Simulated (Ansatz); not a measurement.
**One input, then a changed one: AlN (rocksalt type)**

First run: DFT, PBEsol, PAW with Ansatz's default frozen-core files, scalar-relativistic (Ansatz 0.2.0).

Command: `ansatz run input.yaml --threads 1 --pin off --max-ram 2048MiB --backend cpu --events-out ev --progress --plain --runs-dir out` It took 1.9 s on 1 thread of Intel(R) Xeon(R) Platinum 8488C (Sapphire Rapids), on a shared host, peak memory 0.31 GiB.

```yaml
crystal:
  lattice:
    - [0.0, 1.8776260081, 1.8776260081]
    - [1.8776260081, 0.0, 1.8776260081]
    - [1.8776260081, 1.8776260081, 0.0]
  atoms:
    - { symbol: Al, position: [0.0, 0.0, 0.0] }
    - { symbol: "N", position: [0.5, 0.5, 0.5] }
kpoints:
  mp_grid: { grid: [17, 17, 17] }
scf:
  occupations: { method: fermi_dirac, width: 0.1 }
hamiltonian:
  xc: pbesol
  pseudopotentials: { kind: paw }
output:
  forces: true
  stress: true
  eigenvalues: true
  populations: true
```

The cell comes from a relaxation on PAW files under the same functional, begun from a prototype that needn't be the stable phase.

This run: volume at 0.8 of the series' base cell.

It converges in 6 SCF iterations at a pressure of 90.6 GPa, cutoff 420 eV.

The input is then changed:

```diff
   occupations: { method: fermi_dirac, width: 0.1 }
+  max_iter: 80
 hamiltonian:
   populations: true
+basis:
+  ecutrho_ratio: 2
```

Problem. Does this change harm the result?

Solution. Not here: the run converges in 6 SCF iterations at a pressure of 90.8 GPa, cutoff 420 eV, free energy -0.6 meV/atom against the first run's, and its energy lies within 1 meV/atom of the first run's.
